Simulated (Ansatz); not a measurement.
Runs of Ansatz 0.2.0 on Sn. The structure is cubic, space group Im-3m (No. 229). The conventional cell has a = 3.789 Å, b = 3.789 Å, c = 3.789 Å, α = 90.00°, β = 90.00°, γ = 90.00°. Sn (site symmetry m-3m) has 8 Sn at 3.28 Å as nearest neighbours. This isn't the form of Sn at room conditions, which is tetragonal (white tin).

| task | level | cell | k mesh | smearing | atoms under strain | gap on the mesh (eV) | pressure (GPa) | relaxed volume (Å³/atom) |
| --- | --- | --- | --- | --- | --- | --- | --- | --- |
| phonons | PBE | as given | 7 × 7 × 7 | fermi-dirac 0.05 eV | - | none | - | - |
| relaxation of cell and atoms | revPBE+D3(BJ) | relaxed | 10 × 10 × 10 | fermi-dirac 0.05 eV | - | none | 0.0 | 25.74 |
| relaxation of cell and atoms | BLYP+D4 | relaxed | 10 × 10 × 10 | fermi-dirac 0.05 eV | - | none | 0.0 | 27.85 |
| elastic constants | LDA | as given | 7 × 7 × 7 | fermi-dirac 0.05 eV | clamped | none | -3.2 | - |
| single point | PBE | as given | 10 × 10 × 10 | gaussian 0.028 eV | - | none | 0.6 | - |
| phonons | LDA | as given | 7 × 7 × 7 | fermi-dirac 0.05 eV | - | none | - | - |
| relaxation of cell and atoms | revPBE+D4 | relaxed | 10 × 10 × 10 | fermi-dirac 0.05 eV | - | none | 0.0 | (b) |
| relaxation of cell and atoms | BLYP+D3(BJ) | relaxed | 10 × 10 × 10 | fermi-dirac 0.05 eV | - | none | 0.0 | (a) |
| single point | PBE | as given | 10 × 10 × 10 | gaussian 0.027 eV | - | none | 0.6 | - |

Alike in all rows: potentials or basis Ansatz PAW; no spin polarisation; cutoff (eV) 420.

Q: Fill in the values left out.

A: (a) 27.28; (b) 26.11.

Caveats: the PAW data sets come from PBE, with cores solved anew for the run's functional, which leaves a small shift of forces and pressure (some runs); the plane-wave basis is chosen anew once the cell has moved, so the energies of steps on either side of that aren't comparable (some runs); pairwise dispersion overbinds metals, which lowers pressure and volume (some runs); the cell is more than 3 GPa from zero pressure, which shifts response properties (some runs); the elastic tensor has a negative eigenvalue, so either the cell is unstable as it stands or the mesh is too thin (some runs).

A k mesh can miss the band edges, and the runs leave out spin-orbit coupling on Sn.

A gap of «none» marks a metal or a gap under the smearing width.
